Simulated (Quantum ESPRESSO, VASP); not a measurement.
This is a calculation of CsPbCl3 for VASP 6.6.1. 

File INCAR:

```
PREC = Accurate
ENCUT = 520
EDIFF = 1E-7
ISMEAR = -1
SIGMA = 0.05
LREAL = F
LASPH = T
NELM = 80
ALGO = Normal
ISIF = 2
LWAVE = F
LCHARG = F
GGA = PS
NBANDS = 30
KPAR = 2
```

The input KPOINTS:

```
regular mesh
0
Gamma
  5 5 5
```

The input POSCAR:

```
CsPbCl3
1.0
    5.6050000000      0.0000000000      0.0000000000
    0.0000000000      5.6050000000      0.0000000000
    0.0000000000      0.0000000000      5.6050000000
Pb Cs Cl
1 1 3
Direct
    0.5000000000      0.5000000000      0.5000000000
    0.0000000000      0.0000000000      0.0000000000
    0.5000000000      0.0000000000      0.5000000000
    0.0000000000      0.5000000000      0.5000000000
    0.5000000000      0.5000000000      0.0000000000
```

Potentials or basis: VASP PAW PBE potentials, release 64 (Pb_d, Cs_sv, Cl).

Command:

```sh
$ cat potpaw_PBE.64/Pb_d/POTCAR potpaw_PBE.64/Cs_sv/POTCAR potpaw_PBE.64/Cl/POTCAR > POTCAR
$ mpirun -np 2 vasp_std > vasp.out
```

What does the same run look like in Quantum ESPRESSO 7.5? Potentials or basis there: GBRV 1.5 PBEsol, cutoff 612 eV.

As run (cutoffs and basis follow the program's own potentials, and thresholds, step limits or extra output files can differ):

pw.in

```
&CONTROL
  calculation = 'scf'
  prefix = 'pwscf'
  outdir = './tmp'
  pseudo_dir = './pseudo'
  tprnfor = .true.
  tstress = .true.
  disk_io = 'low'
/
&SYSTEM
  ibrav = 0
  nat = 5
  ntyp = 3
  ecutwfc = 45
  ecutrho = 360
  nbnd = 31
  occupations = 'smearing'
  smearing = 'fd'
  degauss = 0.00367493
/
&ELECTRONS
  conv_thr = 1d-09
  electron_maxstep = 120
  mixing_beta = 0.5
/
ATOMIC_SPECIES
Pb   207.2000 pb_pbesol_v1.uspp.F.UPF
Cs   132.9055 cs_pbesol_v1.uspp.F.UPF
Cl    35.4500 cl_pbesol_v1.4.uspp.F.UPF
CELL_PARAMETERS angstrom
   5.6050000000    0.0000000000    0.0000000000
   0.0000000000    5.6050000000    0.0000000000
   0.0000000000    0.0000000000    5.6050000000
ATOMIC_POSITIONS crystal
Pb     0.5000000000    0.5000000000    0.5000000000
Cs     0.0000000000    0.0000000000    0.0000000000
Cl     0.5000000000    0.0000000000    0.5000000000
Cl     0.0000000000    0.5000000000    0.5000000000
Cl     0.5000000000    0.5000000000    0.0000000000
K_POINTS automatic
5 5 5 0 0 0
```

File pp_density.in:

```
&INPUTPP
  prefix = 'pwscf'
  outdir = './tmp'
  filplot = 'density.dat'
  plot_num = 0
/
&PLOT
  nfile = 1
  filepp(1) = 'density.dat'
  iflag = 3
  output_format = 6
  fileout = 'density.cube'
/
```

Contents of pp_potential.in:

```
&INPUTPP
  prefix = 'pwscf'
  outdir = './tmp'
  filplot = 'potential.dat'
  plot_num = 11
/
&PLOT
  nfile = 1
  filepp(1) = 'potential.dat'
  iflag = 3
  output_format = 6
  fileout = 'potential.cube'
/
```

Potentials or basis: GBRV 1.5 PBEsol.

Launch:

```sh
$ OMP_NUM_THREADS=1 mpirun -n 2 pw.x -nk 2 -in pw.in > pw.out
$ OMP_NUM_THREADS=1 mpirun -n 1 pp.x -in pp_density.in > pp_density.out
$ OMP_NUM_THREADS=1 mpirun -n 1 pp.x -in pp_potential.in > pp_potential.out
```

Both were run:

|  | VASP | Quantum ESPRESSO |
| --- | --- | --- |
| Pressure | 0.1 GPa | 0.1 GPa |

VASP's potentials were made for PBE.

Pressure is positive in compression.
